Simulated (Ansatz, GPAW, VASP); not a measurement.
## Pt: 3 runs at one level of theory

```
CELL_PARAMETERS angstrom
0.00000 1.96090 1.96090
1.96090 0.00000 1.96090
1.96090 1.96090 0.00000
ATOMIC_POSITIONS crystal
Pt 0.00000 0.00000 0.00000
```

Alike in all runs: task single point; functional RPBE; k mesh 12 × 12 × 12; occupations gaussian, width 0.02 eV; no spin polarisation; no spin-orbit coupling. Pressure is positive in compression and, in plane waves, holds the error of the finite cutoff.

| program and potentials | plane-wave cutoff (eV) | notes | band gap (eV) | pressure (GPa) |
| --- | --- | --- | --- | --- |
| GPAW, the program's PAW data sets (release 1.2.1) made for this functional | 600 | 16 valence electrons an atom on average | no gap | 14.46 |
| VASP, PBE PAW files Pt, release 54, 520 eV | 520 | potentials made for PBE; 10 valence electrons an atom on average | no gap | 13.91 |
| Ansatz, all-electron LAPW, scalar-relativistic | - | - | ? | ? |

Estimate from the other rows what the run with Ansatz, all-electron LAPW, scalar-relativistic gave.

No band gap; pressure 14.43 GPa. The other rows, which needn't bracket it: pressure 13.91 to 14.46.
